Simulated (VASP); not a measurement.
# W: relaxation of cell and atoms with RPBE

The system is W.

```xyz
1
Lattice="0.0000 1.9958 1.9958 1.9958 0.0000 1.9958 1.9958 1.9958 0.0000" Properties=species:S:1:pos:R:3 pbc="T T T"
W     0.0000    0.0000    0.0000
```

This isn't the form of W at room conditions, which is bcc.

| Item | Value |
| --- | --- |
| Program | VASP 6.6.1 |
| Task | relaxation of cell and atoms |
| Functional | RPBE |
| Potentials or basis | VASP PAW PBE potentials, release 64 (W_sv) |
| Cutoff | 600 eV |
| k mesh | 18 × 18 × 18 |
| Occupations | gaussian, width 0.1 eV |
| Spin | no spin polarisation |
| Further INCAR settings | ALGO = Normal; EDIFF = 1e-07; IBRION = 2; EDIFFG = -0.005; NSW = 90; ISIF = 3 |

```
Relaxed volume                         : 16.69 Å³/atom
Relaxed cell                           : a = 2.869 Å, b = 2.869 Å, c = 2.869 Å, α = 60.00°, β = 60.00°, γ = 60.00°
Space group after relaxing (to 0.05 Å) : Fm-3m (No. 225)
Energy gained by relaxing              : 35.0 meV/atom
Ionic steps                            : 4
Pressure after relaxing                : 0.0 GPa
Band gap on the k mesh                 : none (metal or under the smearing width)
```

The path:
```tsv
step	energy change (eV)	largest force (eV/Å)	pressure (GPa)	volume (Å³)
1	0.0000	0.0000	14.77	15.90
2	0.2815	0.0000	-31.15	19.52
3	-0.0348	0.0000	-0.82	16.74
4	-0.0350	0.0000	-0.04	16.69
```

Final structure:
```
CELL_PARAMETERS angstrom
0.00000 2.02841 2.02841
2.02841 0.00000 2.02841
2.02841 2.02841 0.00000
ATOMIC_POSITIONS crystal
W 0.00000 0.00000 0.00000
```

Levels at points of the mesh, in eV from the Fermi level:
| k point | band 5 | band 6 | band 7 | band 8 | band 9 | band 10 |
| --- | --- | --- | --- | --- | --- | --- |
| (0.00, 0.00, 0.00) | -8.90 | -0.53 | -0.53 | -0.53 | 2.53 | 2.53 |
| (0.50, 0.00, 0.00) | -5.51 | -0.74 | -0.74 | 0.55 | 4.93 | 4.93 |
| (0.50, 0.50, 0.00) | -5.36 | -4.41 | 2.93 | 4.91 | 5.63 | 5.63 |

Run time: 46 s on 1 thread of Intel(R) Xeon(R) Platinum 8488C (Sapphire Rapids), with other jobs on the host, peak memory 0.18 GiB.

Caveat: the PAW data sets were made with another functional, which shifts forces and pressure a little. Spin-orbit coupling is left out, which matters for the levels of W.
